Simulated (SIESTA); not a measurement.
BN in SIESTA: the effect of strain zz

BN:

```xyz
4
Lattice="2.5539 0.0000 0.0000 -1.2770 2.2118 0.0000 0.0000 0.0000 4.0578" Properties=species:S:1:pos:R:3 pbc="T T T"
N     0.0000    1.4745    0.5083
N     1.2770    0.7373    2.5372
B     0.0000    1.4745    2.0278
B     1.2770    0.7373    4.0567
```

Measurements of this composition are mostly on another form, of space group No. 194.

The cell isn't the ideal one: cell strained along z.

Alike in all runs:

- Program: SIESTA 5.4.2
- Task: band structure
- Functional: PBE
- Potentials or basis: PseudoDojo 0.4 standard (PBE files)
- Basis: DZP (energy shift 0.003 Ry)
- Grid cutoff: 800 Ry
- Energy shift: 0.003 Ry
- k mesh: 12 × 12 × 6
- Occupations: fermi-dirac, width 0.05 eV
- Spin: no spin polarisation

| strain zz | gap on the mesh (eV) | pressure (GPa) | largest force (eV/Å) |
| --- | --- | --- | --- |
| -0.04 | 5.41 | 20.5 | 0.24 |
| -0.02 | 5.37 | 10.9 | 0.06 |
| -0.01 | 5.35 | 6.8 | 0.01 |
| 0 | 5.33 | 2.7 | 0.02 |
| 0.01 | 5.30 | -1.0 | 0.03 |
| 0.02 | ? | ? | ? |
| 0.04 | 5.24 | -10.6 | 0.08 |

**Question.** What does the run with strain zz 0.02 give?

**Answer.** gap on the mesh 5.28 eV; pressure -4.4 GPa; largest force 0.01 eV/Å.

Worked out: A straight line through the other rows of the gap on the mesh, of slope -2.15 eV per unit of strain zz, gives 5.28 eV, against the run's 5.28. A parabola through the other rows of the pressure, of slope -332 GPa per unit of strain zz there, gives -4.5 GPa, against the run's -4.4. A parabola through the other rows of the largest force, of slope 2.02 eV/Å per unit of strain zz there, gives 0.01 eV/Å, against the run's 0.01.

Caveats: the basis of atomic orbitals isn't converged, which shifts pressures, moduli and gaps.

